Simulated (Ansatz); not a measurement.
**ZrO2, fluorite: band edges under a change of volume**

How fast do the gaps move when the cell is scaled evenly? The geometries come from the semilocal relaxation. The symmetry of the cell is held, so distortions that would lower it, which this phase may prefer, aren't tested.

Calculated with Ansatz 0.2.0, HSE06, PAW files of the set soft_1, cutoff 600 eV, Fermi–Dirac smearing 0.02 eV, k-mesh 6×6×6, no spin polarisation, no spin-orbit coupling.

Reference cell, relaxed at zero pressure with PBEsol (Fm-3m): a = 3.5809 Å, b = 3.5809 Å, c = 3.5809 Å, α = 60.00°, β = 60.00°, γ = 60.00°.

```
atom       x       y       z
  Zr  0.0000  0.0000  0.0000
   O  0.2500  0.2500  0.2500
   O  0.7500  0.7500  0.7500
```

Levels are read on the k-mesh and along lines from Γ to X = (0.5, 0, 0.5), L = (0.5, 0.5, 0.5), K = (0.375, 0.375, 0.75) and W = (0.5, 0.25, 0.75) in the reciprocal basis of this cell (the letters only name these points), and count from the highest filled level.

```csv
ln(V/V0),gap (eV),direct gap at Γ (eV)
−0.0619,5.226,5.841
−0.0408,5.161,5.768
0.0000,5.031,5.624
0.0198,4.966,5.554
0.0392,4.901,5.482
0.0583,4.837,5.412
```

**Question.** Fit the direct gap at Γ and give it at ln(V/V0) = −0.0202, a row left out above.

A straight line through the 6 rows: the means are 0.002433 for ln(V/V0) and 5.6135 for the level, Σ(Δx)² = 0.01079 and ΣΔxΔy = −0.03847, so the slope is −0.03847/0.01079 = −3.5656 and the intercept 5.6135 − (−3.5656)(0.002433) = 5.6222.

The slope is the volume deformation potential of this gap, −3.57 eV, as a mean over the range. The line gives 5.694 eV. The run itself gives 5.696 eV, so the estimate misses by 0.002 eV; the fitted rows themselves lie up to 0.002 eV off the law.

The gap lies below the direct one at Γ in every row.

[Logs are printed without paths, hosts, clocks, repeated set-up lines and the standing remarks that a program may print on its own settings, such as how far it seeks lower states.]
